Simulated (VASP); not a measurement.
Wanted: the native input for a VASP 6.6.1 run.

```yaml
Task: single point
Functional: PBE
Potentials_or_basis: VASP PAW PBE potentials, release 64 (Ba_sv_GW, F_GW)
Cutoff: 500 eV
k_mesh: 4 × 4 × 4
Occupations: gaussian, width 0.02 eV
Spin: no spin polarisation
Further_INCAR_settings: ALGO = Fast; EDIFF = 1e-06
```

The structure of BaF2 (Frankdicksonite) lies in POSCAR:

```
BaF2
1.0
    0.0000000000      3.1000500000      3.1000500000
    3.1000500000      0.0000000000      3.1000500000
    3.1000500000      3.1000500000      0.0000000000
Ba F
1 2
Direct
    0.0000000000      0.0000000000      0.0000000000
    0.7500000000      0.7500000000      0.7500000000
    0.2500000000      0.2500000000      0.2500000000
```

The input as run:

INCAR

```
SYSTEM = BaF2
ALGO = Fast
EDIFF = 1E-6
ENCUT = 500
GGA = PE
ISIF = 2
ISMEAR = 0
LASPH = .True.
LCHARG = .False.
LREAL = .False.
LWAVE = .False.
NELM = 80
PREC = Accurate
SIGMA = 0.02
```

KPOINTS

```
k-points
0
Gamma
  4 4 4
  0 0 0
```

Potentials or basis: VASP PAW PBE potentials, release 64 (Ba_sv_GW, F_GW).

Run with:

```bash
$ cat potpaw_PBE.64/Ba_sv_GW/POTCAR potpaw_PBE.64/F_GW/POTCAR > POTCAR
$ mpirun -np 1 vasp_std > vasp.out
```

It gave:

```
Band gap on the k mesh : 6.83 eV, indirect (least direct gap 6.92 eV)
```

Caveat: the k mesh is coarse (spacing up to 0.44 Å⁻¹), so the values aren't converged; spin-orbit coupling is left out, which moves the levels of the heavy elements.

Wall time 10 s on 1 thread of Intel(R) Xeon(R) 6975P-C (Granite Rapids), on a shared host, peak memory 0.17 GiB.
